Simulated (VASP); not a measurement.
W, 6 atoms in the cell. The cell holds a slab with vacuum, 6 atoms: a = 2.866 Å, b = 2.866 Å, c = 32.987 Å, α = 90.00°, β = 90.00°, γ = 109.47°. The cell was built by a generator and needn't be a form met in nature.

* Program: VASP 6.6.1
* Task: relaxation of the atoms
* Functional: PBE
* Potentials or basis: VASP PAW PBE potentials, release 64 (W_sv)
* Cutoff: 520 eV
* k mesh: 12 × 12 × 1
* Occupations: methfessel-paxton, width 0.1 eV
* Spin: no spin polarisation
* Dipole correction: yes
* Further INCAR settings: ALGO = Fast; EDIFF = 1e-06; IBRION = 2; EDIFFG = -0.02; NSW = 90

Potentials or basis: VASP PAW PBE potentials, release 64 (W_sv).

The run is started by

```console
$ cat potpaw_PBE.64/W_sv/POTCAR > POTCAR
$ mpirun -np 2 vasp_std > vasp.out
```

Hardware: 2 MPI ranks on AMD EPYC 9R45 96-Core Processor (Zen 5), on a shared host.

Question: How long does it take, and how much memory?

Answer: Wall time 27 min on 2 MPI ranks on AMD EPYC 9R45 96-Core Processor (Zen 5) (shared host), peak memory 0.62 GiB a rank. Counts: scf iterations 106, k points 43, ion steps 9.
